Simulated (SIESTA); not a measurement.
The system is In.

```
In
1.0
    -1.88253    1.88253    1.88253
     1.88253   -1.88253    1.88253
     1.88253    1.88253   -1.88253
In
1
Direct
  0.00000 0.00000 0.00000
```

This isn't the form of In at room conditions, which is tetragonal.

* Program: SIESTA 5.4.2
* Task: relaxation of cell and atoms
* Functional: revPBE
* Potentials or basis: PseudoDojo 0.4 standard (PBE files)
* Basis: DZP (energy shift 0.003 Ry; two zetas on semicore shells)
* Grid cutoff: 500 Ry
* Energy shift: 0.003 Ry
* k mesh: 7 × 7 × 7
* Occupations: fermi-dirac, width 0.05 eV
* Spin: no spin polarisation

At the start: pressure 2.6 GPa; volume 26.69 Å³/atom.

Q: Where does the relaxation end?

A: Over 4 steps the energy falls by 16.7 meV/atom and the volume is 29.03 Å³/atom (+8.8 %); space group Im-3m (No. 229, to 0.05 Å).

Step by step:
```
step  energy change (eV)  largest force (eV/Å)  pressure (GPa)  volume (Å³)
   1              0.0000                0.0000            2.56        26.69
   2             -0.0056                0.0000            1.91        27.18
   3             -0.0162                0.0000            0.24        28.78
   4             -0.0167                0.0000            0.09        29.03
```

Final structure:
```
In
1.0
    -1.93656    1.93621    1.93621
     1.93621   -1.93656    1.93621
     1.93621    1.93621   -1.93656
In
1
Direct
  0.00000 0.00000 0.00000
```

Caveat: the potentials were made for another functional, which shifts forces and pressure; the basis of atomic orbitals isn't converged, which shifts pressures, moduli and gaps.
